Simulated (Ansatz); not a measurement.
## Moving the functional in Ge

Symmetry: P6_3mc, No. 186, hexagonal system. The conventional cell has a = 4.050 Å, b = 4.050 Å, c = 10.993 Å, α = 90.00°, β = 90.00°, γ = 120.00°. Ge (site symmetry 3m) has 3 Ge at 2.44 Å as nearest neighbours. Around Ge (site symmetry 3m) lie 3 Ge at 2.44 Å.

This isn't the form of Ge at room conditions, which is diamond.

Kept alike: task band structure; k mesh 8 × 8 × 3; occupations fermi-dirac, width 0.05 eV; no spin polarisation. Program: Ansatz, Ansatz PAW. Cutoffs run from 420 to 500 eV. The mesh is that of the run's cell of 4 atoms. No spin-orbit coupling.

| functional | pressure (GPa) |
| --- | --- |
| LDA | -2.52 |
| PBEsol | -1.57 |
| r2SCAN | -1.82 |

Pressure is positive in compression, with a Pulay correction for the finite cutoff. For a metal such a mesh leaves the last digits unconverged. All rows use potentials made for PBE.

What does the functional change here?

The pressure runs from -2.52 (LDA) to -1.57 GPa (PBEsol). A positive pressure means that the functional's own cell is larger than the one given, a negative one that it is smaller.
